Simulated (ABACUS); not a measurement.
Set up this calculation in ABACUS 3.10.1, as the native input.

```yaml
Task: single point
Functional: PBEsol
Potentials_or_basis: SG15 ONCV 1.2 PBE
Cutoff: 1361 eV
Density_cutoff: 5442 eV
Basis: DZP LCAO (the cutoffs set its grid)
k_mesh: 11 × 11 × 11
Occupations: fermi-dirac, width 0.05 eV
Spin: no spin polarisation
Orbital_files: Pt Pt_confined-atom_7au_3s2p2d1f.orb
Radial_cutoff_of_the_potentials_pseudo_rcut: 10 bohr
SCF_threshold_on_the_density: 1e-07
Max_SCF_steps: 100
Eigensolver: genelpa
Mixing: broyden
Mixing_share: 0.7
Symmetry_key: 1
Bands: 19
```

The system is Pt.

```
Pt
1.0
     0.00000    1.96090    1.96090
     1.96090    0.00000    1.96090
     1.96090    1.96090    0.00000
Pt
1
Cartesian
  0.0000 0.0000 0.0000
```

These files were run (other wordings do the same):

INPUT

```
INPUT_PARAMETERS
suffix              Pt
calculation         scf
basis_type          lcao
pseudo_dir          ./
orbital_dir         ./
symmetry            1
dft_functional      pbesol
ecutwfc             100
pseudo_rcut         10
nspin               1
nbands              19
ks_solver           genelpa
smearing_method     fd
smearing_sigma      0.00367493
scf_thr             1e-07
scf_nmax            100
mixing_type         broyden
mixing_beta         0.7
cal_force           1
cal_stress          1
out_mul             1
out_chg             1
out_pot             2
out_elf             1
```

STRU

```
ATOMIC_SPECIES
Pt 195.0840 Pt_ONCV_PBE-1.2.upf

NUMERICAL_ORBITAL
Pt_confined-atom_7au_3s2p2d1f.orb

LATTICE_CONSTANT
1.8897261246

LATTICE_VECTORS
0.0000000000 1.9609000000 1.9609000000
1.9609000000 0.0000000000 1.9609000000
1.9609000000 1.9609000000 0.0000000000

ATOMIC_POSITIONS
Cartesian

Pt
0.0
1
0.0000000000 0.0000000000 0.0000000000 1 1 1
```

KPT

```
K_POINTS
0
Gamma
11 11 11 0 0 0
```

Potentials or basis: SG15 ONCV 1.2 PBE, DZP LCAO (the cutoffs set its grid).

The run is started by

```sh
$ OMP_NUM_THREADS=1 mpirun -np 4 abacus > log
```

Results of the run:

- Pressure: 1.7 GPa
- Band gap on the k mesh: none (metal or under the smearing width)

Caveat: the atomic orbitals were generated for these runs and aren't a published set; the potentials were made for another functional, which shifts forces and pressure; the basis of atomic orbitals isn't converged, which shifts pressures, moduli and gaps.

Wall time 2.2 s on 4 MPI ranks on AMD EPYC 9R45 96-Core Processor (Zen 5), on a shared host, peak memory 0.36 GiB a rank.
